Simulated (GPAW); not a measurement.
# MoP (P-6m2) in GPAW: reference runs

How does MoP come out in PBE? The cell is run as given.

Program: GPAW 26.7.0. These are calculated values, not measurements. Logs are shortened: lines on timing, memory, paths and dates and some standing lists are left out, and cuts for length are marked. The log counts tension as positive stress, the text compression.

### 1 The structure

The structure is hexagonal, space group P-6m2 (No. 187). The conventional cell has a = 3.223 Å, b = 3.223 Å, c = 3.191 Å, α = 90.00°, β = 90.00°, γ = 120.00°. Mo (site symmetry -6m2) has 6 P at 2.45 Å as nearest neighbours. Around P (site symmetry -6m2) lie 6 Mo at 2.45 Å.

### 2 Single point, PBE

File run.py:

```python
from ase import Atoms
from ase.dft.bandgap import bandgap
from ase.io import write
from ase.units import Bohr, GPa
from gpaw import GPAW, PW
from gpaw.elf import elf_from_dft_calculation

atoms = Atoms(['Mo', 'P'],
              cell=[[3.223, 0.0, 0.0],
                    [-1.6115, 2.7911998764, 0.0],
                    [0.0, 0.0, 3.191]],
              scaled_positions=[[0.0, 0.0, 0.0],
                                [0.3333333333, 0.6666666667, 0.5]],
              pbc=True)

calc = GPAW(mode=PW(600),
            xc='PBE',
            kpts={'size': (10, 10, 8), 'gamma': True},
            occupations={'name': 'fermi-dirac', 'width': 0.05},
            nbands=20,
            convergence={'density': 1e-05, 'energy': 1e-05},
            maxiter=150,
            txt='gpaw.txt')
atoms.calc = calc
energy = atoms.get_potential_energy()
forces = atoms.get_forces()
stress = atoms.get_stress()
calc.write('gs.gpw')
write('result.traj', atoms)
print(f'Energy: {energy:.6f} eV')
print('Forces (eV/A):')
print(forces.round(4))
print('Stress (GPa):', (stress / GPa).round(3))
print('Fermi level:', round(calc.get_fermi_level(), 4), 'eV')
print(f'Gap: {bandgap(calc)[0]:.4f} eV, direct: {bandgap(calc, direct=True)[0]:.4f} eV')

# fields on the real-space grid
write('density.cube', atoms, data=calc.get_pseudo_density() * Bohr**3)
write('potential.cube', atoms, data=calc.get_electrostatic_potential())
write('elf.cube', atoms, data=elf_from_dft_calculation(calc).data)
```

Potentials or basis: GPAW PAW data sets (gpaw-data 1.2.1), pw.

Run with:

```console
$ OMP_NUM_THREADS=1 python run.py
```

gpaw.txt:

```text
__  _  _
 | _ |_)|_||  |
 |__||  | ||/\| - 26.7.0

Input parameters:
  mode=PW(ecut=600.0),
  convergence={'density': 1e-05, 'energy': 1e-05},
  kpts=MonkhorstPack(size=(10, 10, 8), gamma=True),
  maxiter=150,
  nbands=20,
  occupations=Occupations(name='fermi-dirac', width=0.05),
  xc=XC(name='PBE')

Diagonalizing LCAO Hamiltonian
Converting LCAO to pw mode

         P

       Mo

Atoms  # Å, Bohr magnetons
|   | symbol |         x |        y |        z |    initial magnetic moments |
|---|--------|-----------|----------|----------|-----------------------------|
| 0 |     Mo |  0.000000 | 0.000000 | 0.000000 | ( 0.0000,  0.0000,  0.0000) |
| 1 |      P | -0.000000 | 1.860800 | 1.595500 | ( 0.0000,  0.0000,  0.0000) |

Unit cell  # Å
| periodic |         x |        y |        z |  lengths |     angles |
|----------|-----------|----------|----------|----------|------------|
|      yes |  3.223000 | 0.000000 | 0.000000 | 3.223000 |  90.000000 |
|      yes | -1.611500 | 2.791200 | 0.000000 | 3.223000 |  90.000000 |
|      yes |  0.000000 | 0.000000 | 3.191000 | 3.191000 | 120.000000 |

Number of symmetries: 12
Symmetry operations  # r_c * U_cc + t_c -> r_c
|    | kind |            matrix            |
|----|------|------------------------------|
|  0 |  σ   |  1, 1, 0,  0,-1, 0,  0, 0, 1 |
|  1 |  C2  |  1, 1, 0,  0,-1, 0,  0, 0,-1 |
|  2 |  E   |  1, 0, 0,  0, 1, 0,  0, 0, 1 |
|  3 |  σ   |  1, 0, 0,  0, 1, 0,  0, 0,-1 |
|  4 |  C3  |  0, 1, 0, -1,-1, 0,  0, 0, 1 |
|  5 |  S3  |  0, 1, 0, -1,-1, 0,  0, 0,-1 |
|  6 |  σ   |  0,-1, 0, -1, 0, 0,  0, 0, 1 |
|  7 |  C2  |  0,-1, 0, -1, 0, 0,  0, 0,-1 |
|  8 |  σ   | -1, 0, 0,  1, 1, 0,  0, 0, 1 |
|  9 |  C2  | -1, 0, 0,  1, 1, 0,  0, 0,-1 |
| 10 |  C3  | -1,-1, 0,  1, 0, 0,  0, 0, 1 |
| 11 |  S3  | -1,-1, 0,  1, 0, 0,  0, 0,-1 |

BZ-sampling:
  Number of BZ points: 800
  Number of IBZ points: 70

  Monkhorst-Pack size: [10, 10, 8]
  Monkhorst-Pack shift: [0.05, 0.05, 0.0625]

K-points  # in reciprocal-cell coordinates
|     |                                coordinates |     weight |
|-----|--------------------------------------------|------------|
|   0 | (  0.00000000,   0.00000000,   0.00000000) | 0.00125000 |
|   1 | (  0.00000000,   0.00000000,   0.12500000) | 0.00250000 |
|   2 | (  0.00000000,   0.00000000,   0.25000000) | 0.00250000 |
|   3 | (  0.00000000,   0.00000000,   0.37500000) | 0.00250000 |
|   4 | (  0.00000000,   0.00000000,   0.50000000) | 0.00125000 |
|   5 | (  0.10000000,   0.00000000,   0.00000000) | 0.00750000 |
|   6 | (  0.10000000,   0.00000000,   0.12500000) | 0.01500000 |
|   7 | (  0.10000000,   0.00000000,   0.25000000) | 0.01500000 |
|   8 | (  0.10000000,   0.00000000,   0.37500000) | 0.01500000 |
|   9 | (  0.10000000,   0.00000000,   0.50000000) | 0.00750000 |
| ... |                                            |            |
|  69 | (  0.50000000,   0.50000000,   0.50000000) | 0.00375000 |

Plane wave coefficients: 974
Cutoff: 600.0 eV

Spin-components: 1 (collinear spins)
Bands:           20
Projectors:      11
Spin-degeneracy: 2
Datatype:        complex128

Density:
  Valence electrons: 19.0
  Components: 1
  Grid points: [20 20 20]
  Charge: 0.0  # |e|

Potential:
  Grid points: [20 20 20]

species:
  Mo:
    name:    Molybdenum
    Z:       42.0
    valence: 14
    core:    28
    charge:  0.0  # [|e|]
    compensation charges:
      type: gauss
      rc: 0.38  # [Å]
      lmax: 2
    cutoffs:
      filter: 2.16  # [Å]
      core: 1.42  # [Å]
    projectors
    | kind |    occ | energy [eV] | rcut [Å] |
    |------|--------|-------------|----------|
    |   4s |  2.000 |     -64.307 |    1.238 |
    |   5s |  1.000 |      -4.084 |    1.238 |
    |   4p |  6.000 |     -38.491 |    1.296 |
    |   5p |  0.000 |      -1.044 |    1.296 |
    |   4d |  5.000 |      -3.754 |    1.296 |
    |    d |        |      23.458 |    1.296 |

    Using partial waves for Mo as LCAO basis

  P:
    name:    Phosphorus
    Z:       15.0
    valence: 5
    core:    10
    charge:  0.0  # [|e|]
    compensation charges:
      type: gauss
      rc: 0.30  # [Å]
      lmax: 2
    cutoffs:
      filter: 1.69  # [Å]
      core: 1.81  # [Å]
    projectors
    | kind |    occ | energy [eV] | rcut [Å] |
    |------|--------|-------------|----------|
    |   3s |  2.000 |     -13.968 |    0.953 |
    |   3p |  3.000 |      -5.506 |    0.953 |
    |    s |        |      13.244 |    0.953 |
    |    p |        |      21.705 |    0.953 |
    |    d |        |       0.000 |    0.953 |

    Using partial waves for P as LCAO basis

Reference energy: -119436.986290  # eV

eigensolver:
  PPCG
  Converge bands: occupied
  niter=2

density mixing:
  MSR1-Mixer
  Pratt-step length: 0.05
  Maximum mixing coefficient: 0.75
  Old densities: 10
  SVD Regularization: 0.005
  Good broyden scale: 1.0
  Trust region scale: 1.0
  Backstep threshold: 4.0
  History deletion threshold: 6.0
  Fourier metric: weight=20.0, sigma=0.015

occupation numbers:
  Fermi-Dirac:
    width: 0.0500  # eV

poisson solver:
  ecut: 4800.0  # eV

xc functional:
[... 9 lines left out ...]
|iter     | |      energy | eigst |  dens |
|---------|-|-------------|-------|-------|
|iter:   1| |  -19.127896 | +0.53 |       |
|iter:   2| |  -18.788676 | -1.89 | -0.98 |
|iter:   3| |  -17.973308 | -1.27 | -1.05 |
|iter:   4| |  -17.966937 | -2.90 | -1.64 |
|iter:   5| |  -17.968731 | -3.12 | -1.91 |
|iter:   6| |  -17.968808 | -4.57 | -2.59 |
|iter:   7| |  -17.968799c| -5.77 | -3.36 |
|iter:   8| |  -17.968799c| -7.45c| -4.10 |
|iter:   9| |  -17.968799c| -7.53c| -4.82 |
|iter:  10| |  -17.968799c| -8.55c| -5.52c|

Converged in 10 steps
Energy contributions relative to reference atoms: (reference = -119436.986290)

Energy contributions:
  Kinetic:          -3.734207
  Coulomb:           0.301639
  Zero:             -0.322448
  External:          0.000000
  Xc:              -14.211657
  Entropy:          -0.004253
  Spinorbit:         0.000000
  ----------------------------
  Free energy:     -17.970926
  Extrapolated:    -17.968799

dipole moment: (-7.861947, -9.327169, -11.889310)  # |e|*Ang

Fermi level: 12.433
Eigenvalues  # (at kpt = [0.000, 0.000, 0.000])
| band index |      eig [eV] | occ [0-2] |
|------------|---------------|-----------|
|          0 |       -48.799 |     2.000 |
|          1 |       -22.993 |     2.000 |
|          2 |       -22.772 |     2.000 |
|          3 |       -22.772 |     2.000 |
|          4 |        -1.465 |     2.000 |
|          5 |         8.306 |     2.000 |
[... 9 lines left out ...]
|         15 |        21.378 |     0.000 |
|         16 |        21.437 |     0.000 |
|        ... |               |           |
|         19 |        30.774 |     0.000 |

No gap
No difference between direct/indirect transitions

Forces  # eV/Ang
|       x |       y |       z |
|---------|---------|---------|
| 0.00000 | 0.00000 | 0.00000 |  # Mo   0
| 0.00000 | 0.00000 | 0.00000 |  # P    1

Stress tensor  # eV/Ang^3
|         x |         y |         z |
|-----------|-----------|-----------|
| -0.019664 |  0.000000 |  0.000000 |
|  0.000000 | -0.019664 |  0.000000 |
|  0.000000 |  0.000000 | -0.016137 |

# Writing to gs.gpw (mode='')
```

Wall time 23 s (1 thread of Arm Neoverse V1, shared host); peak memory 0.16 GiB.

Results:

```yaml
Free_energy: -17.9709 eV
Pressure: 3.0 GPa
Band_gap_on_the_k_mesh: none (metal or under the smearing width)
```
